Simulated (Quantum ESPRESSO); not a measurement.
Runs of Quantum ESPRESSO 7.5 on Al. The structure is cubic, space group Fm-3m (No. 225). Conventional cell: a = 4.050 Å, b = 4.050 Å, c = 4.050 Å, α = 90.00°, β = 90.00°, γ = 90.00°. Around Al (site symmetry m-3m) lie 12 Al at 2.86 Å. 

```csv
task,level,potentials or basis,cutoff (eV),form of the LDA correlation,gap on the mesh (eV),pressure (GPa),V0 of scaled cells (Å³/atom),B0 (GPa)
equation of state,LDA,PseudoDojo 0.4.1 SR LDA standard,599,PW92,-,-,15.77,85
band structure,PBEsol,PseudoDojo 0.4.1 SR PBEsol standard,544,-,none,(a),-,-
equation of state,PBEsol,PseudoDojo 0.4.1 SR PBEsol standard,544,-,-,-,(b),84
band structure,LDA,PseudoDojo 0.4.1 SR LDA standard,599,PW92,none,-3.9,-,-
```

Alike in all rows: no spin polarisation; cell as given; k mesh 11 × 11 × 11; smearing fermi-dirac 0.05 eV.

Estimate the missing entries.

(a) -2.1; (b) 16.18.

Caveats: some levels on the path didn't converge (some runs).

A gap of «none» marks a metal or a gap under the smearing width.
